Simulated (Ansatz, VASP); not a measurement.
RbBr in VASP and in Ansatz

Contents of INCAR:

```
PREC = Accurate
ENCUT = 520
EDIFF = 1E-6
ISMEAR = -1
SIGMA = 0.02
LREAL = F
LASPH = T
NELM = 100
ALGO = Normal
ISIF = 2
LWAVE = F
LCHARG = F
GGA = PE
NBANDS = 15
```

KPOINTS

```
regular mesh
0
Gamma
  6 6 6
```

Contents of POSCAR:

```
RbBr
1.0
    0.0000000000      3.3223930095      3.3223930095
    3.3223930095      0.0000000000      3.3223930095
    3.3223930095      3.3223930095      0.0000000000
Rb Br
1 1
Direct
    0.0000000000      0.0000000000      0.0000000000
    0.5000000000      0.5000000000      0.5000000000
```

Input for Ansatz:

```yaml
crystal:
  lattice:
    - [0.0, 3.3223930095, 3.3223930095]
    - [3.3223930095, 0.0, 3.3223930095]
    - [3.3223930095, 3.3223930095, 0.0]
  atoms:
    - { symbol: Rb, position: [0.0, 0.0, 0.0] }
    - { symbol: Br, position: [0.5, 0.5, 0.5] }
kpoints:
  mp_grid: { grid: [6, 6, 6] }
  band_path:
    path:
      - [0.0, 0.0, 0.0]
      - [0.5, 0.0, 0.5]
      - [0.625, 0.25, 0.625]
      - [0.375, 0.375, 0.75]
      - [0.5, 0.5, 0.5]
      - [0.5, 0.25, 0.75]
    npoints: 1
hamiltonian:
  xc: pbe
scf:
  occupations: { method: fermi_dirac, width: 0.02 }
  n_extra_bands: 4
output:
  forces: true
  stress: true
  eigenvalues: true
```

Change from the starting cell: hydrostatic strain -4.0%.

Alike in both runs: task single point; functional PBE; k mesh 6 × 6 × 6; occupations fermi-dirac, width 0.02 eV; no spin polarisation.

|  | VASP | Ansatz |
| --- | --- | --- |
| version | VASP 6.6.1 | Ansatz 0.2.0 |
| potentials or method | VASP PAW PBE potentials, release 64 (Rb_sv, Br) | plane waves, PAW |
| plane-wave cutoff (eV) | 520 | 420 |
| valence electrons in the cell | 16 | 16 |

|  | VASP | Ansatz | Ansatz less VASP |
| --- | --- | --- | --- |
| gap on the k mesh at the Fermi level (eV) | 4.61 | 4.62 | +0.004 |
| pressure (GPa) | 3.0 | 2.9 | -0.05 |
